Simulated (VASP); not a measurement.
A run of VASP 6.6.1 is set up as follows.

Contents of POSCAR:

```
W
1.0
    0.0000000000      2.0300000000      2.0300000000
    2.0300000000      0.0000000000      2.0300000000
    2.0300000000      2.0300000000      0.0000000000
W
1
Direct
    0.0000000000      0.0000000000      0.0000000000
```

File INCAR.step1:

```
PREC = Accurate
ENCUT = 520
EDIFF = 1E-7
ISMEAR = -1
SIGMA = 0.05
LREAL = F
LASPH = T
NELM = 80
ALGO = Fast
ISIF = 2
LWAVE = F
LCHARG = T
LMAXMIX = 4
GGA = PE
NBANDS = 13
```

The input KPOINTS.step1:

```
Automatic mesh
0
Gamma
  8 8 8
```

Contents of INCAR.step2:

```
PREC = Accurate
ENCUT = 520
EDIFF = 1E-7
ISMEAR = 0
SIGMA = 0.05
LREAL = F
LASPH = T
NELM = 80
ALGO = Fast
ISIF = 2
LWAVE = F
LCHARG = F
LMAXMIX = 4
GGA = PE
NBANDS = 13
ICHARG = 11
```

Contents of KPOINTS.step2:

```
path GXWKGLUWLK,UX
20
line-mode
reciprocal
 0.0000000000  0.0000000000  0.0000000000  G
 0.5000000000  0.0000000000  0.5000000000  X

 0.5000000000  0.0000000000  0.5000000000  X
 0.5000000000  0.2500000000  0.7500000000  W

 0.5000000000  0.2500000000  0.7500000000  W
 0.3750000000  0.3750000000  0.7500000000  K

 0.3750000000  0.3750000000  0.7500000000  K
 0.0000000000  0.0000000000  0.0000000000  G

 0.0000000000  0.0000000000  0.0000000000  G
 0.5000000000  0.5000000000  0.5000000000  L

 0.5000000000  0.5000000000  0.5000000000  L
 0.6250000000  0.2500000000  0.6250000000  U

 0.6250000000  0.2500000000  0.6250000000  U
 0.5000000000  0.2500000000  0.7500000000  W

 0.5000000000  0.2500000000  0.7500000000  W
 0.5000000000  0.5000000000  0.5000000000  L

 0.5000000000  0.5000000000  0.5000000000  L
 0.3750000000  0.3750000000  0.7500000000  K

 0.6250000000  0.2500000000  0.6250000000  U
 0.5000000000  0.0000000000  0.5000000000  X
```

Potentials or basis: VASP PAW PBE potentials, release 64 (W_sv).

Run with:

```bash
$ cat potpaw_PBE.64/W_sv/POTCAR > POTCAR
$ cp INCAR.step1 INCAR
$ cp KPOINTS.step1 KPOINTS
$ mpirun -np 1 vasp_std > vasp.out
$ cp INCAR.step2 INCAR
$ cp KPOINTS.step2 KPOINTS
$ mpirun -np 1 vasp_std > vasp.out
```

(1) What does it give for the band gap along the path?

Answers

(1) none (metal or under the smearing width).

Caveat: spin-orbit coupling is left out, which moves the levels of the heavy elements.
